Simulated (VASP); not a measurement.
Wanted: the native input for a VASP 6.6.1 run.

- Task: single point
- Functional: PBE
- Potentials or basis: VASP PAW PBE potentials, release 64 (Te, Pb_d)
- Cutoff: 520 eV
- k mesh: 8 × 8 × 8
- Occupations: gaussian, width 0.05 eV
- Spin: no spin polarisation
- Dipole correction: no
- Further INCAR settings: ALGO = Fast; EDIFF = 1e-06; NBANDS = 17

The structure of TePb lies in POSCAR:

```
TePb
1.0
    0.0000000000      3.2270000000      3.2270000000
    3.2270000000      0.0000000000      3.2270000000
    3.2270000000      3.2270000000      0.0000000000
Te Pb
1 1
Direct
    0.5000000000      0.5000000000      0.5000000000
    0.0000000000      0.0000000000      0.0000000000
```

The input as run:

INCAR

```
SYSTEM = TePb
PREC = Accurate
ENCUT = 520
EDIFF = 1E-6
ISMEAR = 0
SIGMA = 0.05
LREAL = .False.
LASPH = .True.
NELM = 100
ALGO = Fast
ISIF = 2
LWAVE = .False.
LCHARG = .True.
GGA = PE
LELF = .True.
LVHAR = .True.
NBANDS = 17
```

KPOINTS

```
regular mesh
0
Gamma
  8 8 8
  0 0 0
```

Potentials or basis: VASP PAW PBE potentials, release 64 (Te, Pb_d).

The run is started by

```sh
$ cat potpaw_PBE.64/Te/POTCAR potpaw_PBE.64/Pb_d/POTCAR > POTCAR
$ mpirun -np 1 vasp_std > vasp.out
```

Results of the run:

```json
{
 "Pressure": "2.3 GPa",
 "Band gap on the k mesh": "0.73 eV, direct"
}
```

Caveat: spin-orbit coupling is left out, which as a rule narrows the gap of such compounds by several tenths of an eV.

It took 24 s on 1 thread of Intel(R) Xeon(R) Platinum 8488C (Sapphire Rapids), with other jobs on the host, peak memory 0.22 GiB.
